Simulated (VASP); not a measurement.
# Mg (P6_3/mmc) in VASP: further runs, part 2 of 2

VASP 6.6.1.

## 4. Relaxation of cell and atoms, PBE

INCAR

```
PREC = Accurate ; ENCUT = 630
EDIFF = 1E-6 ; ISMEAR = -1
SIGMA = 0.05 ; LREAL = False
LASPH = True ; NELM = 100
ALGO = Normal ; ISIF = 3
LWAVE = False ; LCHARG = False
GGA = PE ; IBRION = 2
NSW = 60 ; EDIFFG = -0.01
```

KPOINTS

```
Automatic mesh
0
Gamma
  10 10 5
```

POSCAR

```
Mg
1.0
    3.2093000000      0.0000000000      0.0000000000
   -1.6046500000      2.7793353284      0.0000000000
    0.0000000000      0.0000000000      5.2103000000
Mg
2
Direct
    0.6666666667      0.3333333333      0.7500000000
    0.3333333333      0.6666666667      0.2500000000
```

Potentials or basis: VASP PAW PBE potentials, release 64 (Mg_GW).

Started as:

```sh
cat potpaw_PBE.64/Mg_GW/POTCAR > POTCAR
mpirun -np 1 vasp_std > vasp.out
```

OUTCAR:

```text
PREC = Accurate
   ENCUT = 630
   EDIFF = 1E-6
   ISMEAR = -1
   LREAL = False
   LASPH = True
   NELM = 100
   ISIF = 3
   GGA = PE
   IBRION = 2
   NSW = 60
   EDIFFG = -0.01

 ion  position               nearest neighbor table
   1  0.667  0.333  0.750-
   2  0.333  0.667  0.250-

  LATTYP: Found a hexagonal cell.
 ALAT       =     3.2093000000
 C/A-ratio  =     1.6235004518

  Lattice vectors:

 A1 = (   3.2093000000,   0.0000000000,   0.0000000000)
 A2 = (  -1.6046500000,   2.7793353284,   0.0000000000)
 A3 = (   0.0000000000,   0.0000000000,   5.2103000000)

Analysis of symmetry for initial positions (statically):
=====================================================================
 Subroutine PRICEL returns:
 Original cell was already a primitive cell.

 Routine SETGRP: Setting up the symmetry group for a
 hexagonal supercell.

 Subroutine GETGRP returns: Found 24 space group operations
 (whereof 12 operations were pure point group operations)
 out of a pool of 24 trial point group operations.

The static configuration has the point symmetry D_3d.
 The point group associated with its full space group is D_6h.

Analysis of symmetry for dynamics (positions and initial velocities):
=====================================================================
 Subroutine PRICEL returns:
 Original cell was already a primitive cell.

 Routine SETGRP: Setting up the symmetry group for a
 hexagonal supercell.

 Subroutine GETGRP returns: Found 24 space group operations
 (whereof 12 operations were pure point group operations)
 out of a pool of 24 trial point group operations.

The dynamic configuration has the point symmetry D_3d.
 The point group associated with its full space group is D_6h.

 Subroutine INISYM returns: Found 24 space group operations
 (whereof 12 operations are pure point group operations),
 and found     1 'primitive' translations

----------------------------------------------------------------------------------------

                                     Primitive cell

  volume of cell :      46.4744

  direct lattice vectors                    reciprocal lattice vectors
     3.209300000  0.000000000  0.000000000     0.311594429  0.179899127  0.000000000
    -1.604650000  2.779335328  0.000000000     0.000000000  0.359798255  0.000000000
     0.000000000  0.000000000  5.210300000     0.000000000  0.000000000  0.191927528

  length of vectors
     3.209300000  3.209300000  5.210300000     0.359798255  0.359798255  0.191927528

  position of ions in fractional coordinates (direct lattice)
     0.666666667  0.333333333  0.750000000
     0.333333333  0.666666667  0.250000000

  ion indices of the primitive-cell ions
   primitive index   ion index
                 1           1
                 2           2

----------------------------------------------------------------------------------------

 KPOINTS: Automatic mesh

Automatic generation of k-mesh.
[... 25 lines left out ...]
  0.200000  0.000000  0.000000      6.000000
  0.300000  0.000000  0.000000      6.000000
  0.400000  0.000000  0.000000      6.000000
  0.500000  0.000000  0.000000      3.000000
[... 16 lines left out ...]
  0.300000  0.100000  0.200000     24.000000
  0.400000  0.100000  0.200000     24.000000
 [... further k-points ...]
   k-points           NKPTS =     42   k-points in BZ     NKDIM =     42   number of bands    NBANDS=      6
   number of dos      NEDOS =    301   number of ions     NIONS =      2
   total plane-waves  NPLWV =  37632
   dimension x,y,z NGX =    28 NGY =   28 NGZ =   48
   dimension x,y,z NGXF=    56 NGYF=   56 NGZF=   96
   ions per type =               2
   NGX,Y,Z   is equivalent  to a cutoff of  14.50, 14.50, 15.32 a.u.
   NGXF,Y,Z  is equivalent  to a cutoff of  29.01, 29.01, 30.63 a.u.
 SYSTEM =  unknown system
   PREC   = accura    normal or accurate (medium, high low for compatibility)
   ISTART =      0    job   : 0-new  1-cont  2-samecut
   ICHARG =      2    charge: 1-file 2-atom 10-const
   ISPIN  =      1    spin polarized calculation?
   LNONCOLLINEAR =      F non collinear calculations
   LSORBIT =      F    spin-orbit coupling
   LASPH  =      T    aspherical Exc in radial PAW
   ENCUT  =  630.0 eV  46.30 Ry    6.80 a.u.   6.57  6.57 10.66*2*pi/ulx,y,z
   NELM   =    100;   NELMIN=  2; NELMDL= -5     # of ELM steps
   EDIFF  = 0.1E-05   stopping-criterion for ELM
   LREAL  =      F    real-space projection
   EDIFFG = -.1E-01   stopping-criterion for IOM
   NSW    =     60    number of steps for IOM
   IBRION =      2    ionic relax: 0-MD 1-quasi-New 2-CG
   NFREE  =      1    steps in history (QN), initial steepest desc. (CG)
   ISIF   =      3    stress and relaxation
   ISYM   =      2    0-nonsym 1-usesym 2-fastsym
   POTIM  = 0.5000    time-step for ionic-motion
   TEBEG  =    0.0;   TEEND  =   0.0 temperature during run
   PSTRESS=    0.0 pullay stress
   NELECT =       4.0000    total number of electrons
   NUPDOWN=      -1.0000    fix difference up-down
   EMIN   =  10.00;   EMAX   =-10.00  energy-range for DOS
   EFERMI =   0.00;   METHOD = LEGACY
   ISMEAR =    -1;   SIGMA  =   0.05  broadening in eV -4-tet -1-fermi 0-gaus
   EFERMI_NEDOS =   21; number of points for ismear=-14 and -15
   IALGO  =     38    algorithm
   IMIX   =      4    mixing-type and parameters
     AMIX     =   0.40;   BMIX     =  1.00
     AMIX_MAG =   1.60;   BMIX_MAG =  1.00
  volume/ion in A,a.u.               =      23.24       156.81
  Fermi-wavevector in a.u.,A,eV,Ry     =   0.722809  1.365911  7.108401  0.522453
  Thomas-Fermi vector in A             =   1.812866
   LORBIT       =      0    0 simple, 1 ext, 2 COOP (PROOUT), +10 PAW based schemes
   GGA     = PE    functional components
   LHFCALC =     F    Hartree Fock is set to
   AEXX    =    0.0000 exact exchange contribution
   IVDW    =     0    specifies the selected vdW correction
   LEPSILON=     F    determine dielectric tensor
   LRPA    =     F    only Hartree local field effects (RPA)
 conjugate gradient relaxation of ions
 non-spin polarized calculation
  energy-cutoff  :      630.00
  volume of cell :       46.47
 maximum number of plane-waves:      1701
 NGX is ok and might be reduce to    28
   NGX = 13   NGY = 13   NGZ = 21

--------------------------------------- Ionic step        1  -------------------------------------------

 number of electron       4.0000000 magnetization

 Free energy of the ion-electron system (eV)
  ---------------------------------------------------
  ext. energy  EPLUGINS =         0.00000000
  ---------------------------------------------------
  free energy    TOTEN  =        -3.00393224 eV

  energy without entropy =       -2.99201591  energy(sigma->0) =       -2.99797407

------------------------ aborting loop because EDIFF is reached ----------------------------------------

  FORCE on cell =-STRESS in cart. coord.  units (eV):
  Direction    XX          YY          ZZ          XY          YZ          ZX
  --------------------------------------------------------------------------------------
  -------------------------------------------------------------------------------------
  Total       -0.2547119     -0.2547119      0.0834554      0.0000000      0.0000000      0.0000000
  in kB       -8.7810389     -8.7810389      2.8770756      0.0000000      0.0000000      0.0000000
  external PRESSURE =      -4.8950007 kB  Pullay stress =       0.0000000 kB
[... 167 lines left out ...]
--------------------------------------- Ionic step        6  -------------------------------------------

 number of electron       4.0000000 magnetization

 Free energy of the ion-electron system (eV)
  ---------------------------------------------------
  ext. energy  EPLUGINS =         0.00000000
  ---------------------------------------------------
  free energy    TOTEN  =        -3.00973589 eV

  energy without entropy =       -3.00110792  energy(sigma->0) =       -3.00542190

 E-fermi :   2.6878     XC(G=0):  -8.4949

 val. band max:        2.6253231718   @ k =   0.3000   0.3000   0.4000
 cond. band min:       2.7010145197   @ k =   0.4000   0.1000   0.4000
 fundamental gap:      0.0756913479
 Fermi energy:         2.6877762755

 k-point     1 :       0.0000    0.0000    0.0000
  band No.  band energies     occupation
      1      -4.2992      2.00000
      2       0.8112      2.00000
      3       1.1285      2.00000
      4      13.8904      0.00000
      5      13.8904      0.00000
      6      14.0603      0.00000
[... 199 lines left out ...]
 k-point    24 :       0.4000    0.1000    0.2000
  band No.  band energies     occupation
      1       0.0351      2.00000
      2       1.8710      2.00000
      3       3.2121      0.00006
      4       4.9785      0.00000
      5       6.8911      0.00000
      6       7.9257      0.00000

 [... further k-points ...]
[... 5 lines left out ...]
  --------------------------------------------------------------------------------------
  -------------------------------------------------------------------------------------
  Total        0.0057553      0.0057553      0.0038268      0.0000000     -0.0000000      0.0000000
  in kB        0.2010788      0.2010788      0.1337003      0.0000000     -0.0000000      0.0000000
  external PRESSURE =       0.1786193 kB  Pullay stress =       0.0000000 kB
[... 17 lines left out ...]
  FREE ENERGIE OF THE ION-ELECTRON SYSTEM (eV)
  ---------------------------------------------------
  free  energy   TOTEN  =        -3.0097358883 eV

  energy  without entropy=       -3.0011079175  energy(sigma->0) =       -3.00542190

 reached required accuracy - stopping structural energy minimisation
```

OSZICAR:

```text
N       E                     dE             d eps       ncg     rms          rms(c)
DAV:   1     0.567242321681E+00    0.56724E+00   -0.13760E+03   504   0.538E+02
DAV:   2    -0.298812106575E+01   -0.35554E+01   -0.34455E+01   690   0.346E+01
DAV:   3    -0.301754479428E+01   -0.29424E-01   -0.29052E-01   630   0.396E+00
DAV:   4    -0.301782934019E+01   -0.28455E-03   -0.28396E-03   810   0.351E-01
[... 29 lines left out ...]
       N       E                     dE             d eps       ncg     rms          rms(c)
DAV:   1    -0.300974849315E+01   -0.46013E-03   -0.27947E-03   774   0.327E-01    0.171E-02
DAV:   2    -0.300974193148E+01    0.65617E-05   -0.43936E-06   600   0.196E-02    0.110E-02
DAV:   3    -0.300973581233E+01    0.61191E-05   -0.10514E-06   558   0.858E-03    0.471E-04
DAV:   4    -0.300973588830E+01   -0.75973E-07   -0.39608E-08   336   0.243E-03
   6 F= -.30097359E+01 E0= -.30054219E+01  d E =-.448074E-03
```

CONTCAR:

```text
Mg
   1.00000000000000
     3.1640078565883307   -0.0000000000000000   -0.0000000000000000
    -1.5820039282941654    2.7401111816121690    0.0000000000000000
     0.0000000000000000    0.0000000000000000    5.2894162385253649
  Mg
     2
Direct
     0.6666666667000030    0.3333333332999970    0.7500000000000000
     0.3333333332999970    0.6666666667000030    0.2500000000000000

  0.00000000E+00  0.00000000E+00  0.00000000E+00
  0.00000000E+00  0.00000000E+00  0.00000000E+00
```

Run time: 42 s. Hardware: 1 thread of Intel Xeon Platinum 8559C (Emerald Rapids), shared host; peak memory 0.2 GiB.

Results:

```yaml
Free_energy: -3.0097 eV
Relaxed_volume: 22.93 Å³/atom
Relaxed_cell: a = 3.164 Å, b = 3.164 Å, c = 5.289 Å, α = 90.00°, β = 90.00°, γ = 120.00°
Space_group_after_relaxing_to_0.05_Å: P6_3/mmc (No. 194)
Energy_gained_by_relaxing: 2.9 meV/atom
Ionic_steps: 6
Pressure_after_relaxing: 0.0 GPa
Band_gap_on_the_k_mesh: none (metal or under the smearing width)
```

Step by step:
```tsv
step	energy change (eV)	largest force (eV/Å)	pressure (GPa)	volume (Å³)
1	0.0000	0.0000	-0.49	46.47
2	-0.0028	0.0000	-0.11	46.00
3	-0.0044	0.0000	0.44	45.32
4	-0.0053	0.0000	0.32	45.49
5	-0.0054	0.0000	0.34	45.47
6	-0.0058	0.0000	0.02	45.86
```

Final structure:
```yaml
crystal:
  lattice:
    - [3.16401, 0.00000, 0.00000]
    - [-1.58200, 2.74011, 0.00000]
    - [0.00000, 0.00000, 5.28942]
  atoms:
    - { symbol: Mg, position: [0.66667, 0.33333, 0.75000] }
    - { symbol: Mg, position: [0.33333, 0.66667, 0.25000] }
```

## 5. Single point, PBE

INCAR

```
  PREC = Accurate
  ENCUT = 520
  EDIFF = 1E-7
  ISMEAR = 0
  SIGMA = 0.026000000000000002
  LREAL = F
  LASPH = T
  NELM = 80
  ALGO = Normal
  ISIF = 2
  LWAVE = F
  LCHARG = T
  GGA = PE
  LELF = T
  LVHAR = T
```

KPOINTS

```
regular mesh
0
Gamma
  10 10 5
```

POSCAR is that of step 4.

Potentials or basis: VASP PAW PBE potentials, release 64 (Mg).

Started as:

```sh
cat potpaw_PBE.64/Mg/POTCAR > POTCAR
mpirun -np 1 vasp_std > vasp.out
```

Run time: 8.1 s. Hardware: 1 thread of Intel Xeon Platinum 8488C (Sapphire Rapids), shared host; peak memory 0.15 GiB.

Results (log left out):

```yaml
Free_energy: -2.9994 eV
Pressure: -0.6 GPa
Band_gap_on_the_k_mesh: none (metal or under the smearing width)
```

Stress tensor (GPa, compression positive):
```
-0.80  0.00  0.00
 0.00 -0.80  0.00
 0.00  0.00 -0.09
```

Levels at points of the mesh, in eV from the Fermi level:
| k point | band 1 | band 2 | band 3 | band 4 | band 5 | band 6 |
| --- | --- | --- | --- | --- | --- | --- |
| (0.00, 0.00, 0.00) | -6.88 | -1.66 | -1.24 | 10.87 | 10.88 | 10.96 |
| (0.50, 0.00, 0.00) | -2.12 | -2.12 | 2.65 | 3.02 | 3.25 | 3.66 |

## 6. Overview

| task | potentials or basis | cell | cutoff (eV) | smearing | gap on the mesh (eV) | pressure (GPa) | relaxed volume (Å³/atom) |
| --- | --- | --- | --- | --- | --- | --- | --- |
| relaxation of cell and atoms | VASP PAW PBE potentials, release 64 (Mg_pv) | relaxed | 600 | fermi-dirac 0.05 eV | none | 0.0 | 22.67 |
| relaxation of cell and atoms | VASP PAW PBE potentials, release 64 (Mg_sv_GW) | relaxed | 680 | fermi-dirac 0.05 eV | none | 0.0 | 22.54 |
| relaxation of cell and atoms | VASP PAW PBE potentials, release 64 (Mg_GW) | relaxed | 630 | fermi-dirac 0.05 eV | none | 0.0 | 22.93 |
| single point | VASP PAW PBE potentials, release 64 (Mg) | as given | 520 | gaussian 0.026 eV | none | -0.6 | - |

Alike in all rows: level PBE; no spin polarisation; k mesh 10 × 10 × 5.

Absolute energies hang on the potentials; compare differences alone.
